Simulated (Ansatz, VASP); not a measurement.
**Hg in VASP and in Ansatz**

```
Hg
1.0
     3.10288    0.00000    0.00000
    -1.55144    2.68717    0.00000
     0.00000    0.00000    5.20187
Hg
2
Direct
  0.33333 0.66667 0.25000
  0.66667 0.33333 0.75000
```

Alike in both runs: task single point; functional PBEsol; k mesh 19 × 19 × 10; occupations fermi-dirac, width 0.1 eV; no spin polarisation.

```csv
,VASP,Ansatz
version,VASP 6.6.1,Ansatz 0.2.0
potentials or method,"VASP PAW PBE potentials, release 64 (Hg)","plane waves (420 eV) with PAW, scalar-relativistic"
plane-wave cutoff (eV),520,420
valence electrons in the cell,24,40
```

VASP gave:

```
pressure (GPa)                                  : 4.4
largest component of the traceless stress (GPa) : 0.05
```

Question: Which values does Ansatz return?

Answer: Pressure (GPa): 3.8; largest component of the traceless stress (GPa): 0.10.

The two sets of potentials don't hold the same shells in valence. Ansatz warned: «pseudo_functional_mismatch».

Caveats: the PAW data sets were made with another functional, which shifts forces and pressure a little (VASP). Spin-orbit coupling is left out, which matters for the levels of Hg.
